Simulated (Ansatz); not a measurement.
A run of Ansatz 0.2.0:

The input input.yaml:

```yaml
crystal:
  lattice:
    - [4.002287, 0.0, 0.0]
    - [0.0, 4.002287, 0.0]
    - [0.0, 0.0, 4.002287]
  atoms:
    - { symbol: Pb, position: [0.0, 0.0, 0.0] }
    - { symbol: Te, position: [0.5, 0.5, 0.5] }
kpoints:
  mp_grid: { grid: [7, 7, 7] }
scf:
  occupations: { method: fermi_dirac, width: 0.05 }
hamiltonian:
  xc: pbesol
  pseudopotentials: { kind: all_electron, lapw: { basis_error: 0.001 } }
output:
  forces: true
  stress: true
relax:
  f_tol: 0.02
  max_steps: 60
  cell: {}
```

Potentials or basis: all-electron LAPW, scalar-relativistic.

Command:

```bash
$ ansatz run input.yaml --threads 1 --pin off --max-ram 3072MiB --backend cpu --events-out ev --progress --plain --runs-dir out
```

Hardware: 1 thread of Intel(R) Xeon(R) Processor @ 2.50GHz (Skylake/Cascade Lake), with other jobs on the host.

Question: Estimate the wall time of this run.

Answer: Run time: 34 s on 1 thread of Intel(R) Xeon(R) Processor @ 2.50GHz (Skylake/Cascade Lake), with other jobs on the host, peak memory 0.33 GiB. Counts: scf iterations 20, plane waves 305, k points 20, bands 36, ion steps 3.
